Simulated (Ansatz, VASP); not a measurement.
**Rb: VASP beside Ansatz**

File INCAR:

```
PREC = Accurate
ENCUT = 520
EDIFF = 1E-6
ISMEAR = -1
SIGMA = 0.05
LREAL = False
LASPH = True
NELM = 60
ALGO = Normal
ISIF = 2
LWAVE = False
LCHARG = True
GGA = PS
LELF = True
LVHAR = True
NBANDS = 10
```

KPOINTS

```
Automatic mesh
0
Gamma
  8 8 8
```

Contents of POSCAR:

```
Rb
1.0
   -2.8621200000      2.8621200000      2.8060000000
    2.8621200000     -2.8621200000      2.8060000000
    2.8621200000      2.8621200000     -2.8060000000
Rb
1
Direct
    0.0000000000      0.0000000000      0.0000000000
```

Input for Ansatz:

```yaml
crystal:
  lattice:
    - [-2.86212, 2.86212, 2.806]
    - [2.86212, -2.86212, 2.806]
    - [2.86212, 2.86212, -2.806]
  atoms:
    - { symbol: Rb, position: [0.0, 0.0, 0.0] }
kpoints:
  mp_grid: { grid: [8, 8, 8] }
  band_path:
    path:
      - [0.0, 0.0, 0.0]
      - [0.0, 0.0, 0.5]
      - [-0.5, 0.5, 0.5]
      - [0.0, 0.0, 0.0]
      - [0.4902921953, 0.4902921953, -0.4902921953]
      - [-0.4902921953, 0.5097078047, 0.4902921953]
      - [-0.5, 0.5, 0.5]
      - [0.0, 0.0, 0.5]
      - [0.25, 0.25, 0.25]
    npoints: 5
scf:
  occupations: { method: fermi_dirac, width: 0.05 }
hamiltonian:
  xc: pbesol
  pseudopotentials: { kind: all_electron, lapw: { basis_error: 0.001 } }
output:
  forces: true
  stress: true
  eigenvalues: true
```

Change from the starting cell: equal xx and yy strain of +2 %.

Alike in both runs: task single point; functional PBEsol; k mesh 8 × 8 × 8; occupations fermi-dirac, width 0.05 eV; no spin polarisation.

```csv
,VASP,Ansatz
version,VASP 6.6.1,Ansatz 0.2.0
potentials or method,"VASP PAW PBE potentials, release 64 (Rb_sv)","all-electron LAPW, scalar-relativistic"
plane-wave cutoff (eV),520,see its input
```

```tsv
	VASP	Ansatz	Ansatz less VASP
pressure (GPa)	-0.2	-0.2	0.00
```

Ansatz ran all-electron here, so the differences hold the error of VASP's frozen core and of both bases.

Caveats: the PAW data sets were made with another functional, which shifts forces and pressure a little (VASP).
